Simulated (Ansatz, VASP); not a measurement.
One calculation of Ni, two programs

File INCAR:

```
PREC = Accurate
ENCUT = 520
EDIFF = 1E-6
ISMEAR = 0
SIGMA = 0.05
LREAL = F
LASPH = T
NELM = 150
ALGO = Normal
ISIF = 2
LWAVE = F
LCHARG = F
ISPIN = 2
MAGMOM = 0.8 -0.8
LORBIT = 11
LMAXMIX = 4
GGA = PE
NBANDS = 21
```

KPOINTS

```
regular mesh
0
Gamma
  20 20 10
```

Contents of POSCAR:

```
Ni
1.0
   -1.4005384135      1.4005384135      1.4005384135
    1.4005384135     -1.4005384135      1.4005384135
    2.8010768270      2.8010768270     -2.8010768270
Ni
2
Direct
    0.0000000000      0.0000000000      0.0000000000
    0.0000000000      0.0000000000      0.5000000000
```

Input for Ansatz:

```yaml
crystal:
  lattice:
    - [-1.4005384135, 1.4005384135, 1.4005384135]
    - [1.4005384135, -1.4005384135, 1.4005384135]
    - [2.801076827, 2.801076827, -2.801076827]
  atoms:
    - { symbol: Ni, position: [0.0, 0.0, 0.0], spin: 0.8 }
    - { symbol: Ni, position: [0.0, 0.0, 0.5], spin: -0.8 }
basis:
  ecutwfc: 600
  ecutrho_ratio: 5
kpoints:
  mp_grid: { grid: [20, 20, 10] }
hamiltonian:
  xc: pbe
scf:
  occupations: { method: gaussian, width: 0.05 }
output:
  forces: true
  stress: true
  eigenvalues: true
  populations: true
magnetization:
  spin_polarized: true
```

Alike in both runs: task single point; functional PBE; k mesh 20 × 20 × 10; occupations gaussian, width 0.05 eV; collinear spin.

```csv
,VASP,Ansatz
version,VASP 6.6.1,Ansatz 0.2.0
potentials or method,"VASP PAW PBE potentials, release 64 (Ni)","scalar-relativistic, plane waves, PAW"
plane-wave cutoff (eV),520,600
valence electrons in the cell,20,36
```

Ansatz gave:

| Quantity | Value |
| --- | --- |
| pressure (GPa) | 0.0 |
| net moment per atom (μB) | 0.58 |
| size of the moment on the site where the two differ most (μB) | 0.61 |

Problem. Which values does VASP return?

Solution. Pressure (GPa): -1.9; net moment per atom (μB): 0.00; size of the moment on the site where the two differ most (μB): 0.00.

The net moments differ so much that the two runs ended in different magnetic states, which moves the other rows too. Site moments also hang on the region over which each program counts them. The two sets of potentials don't hold the same shells in valence. Ansatz warned: «negative_dielectric_reading».
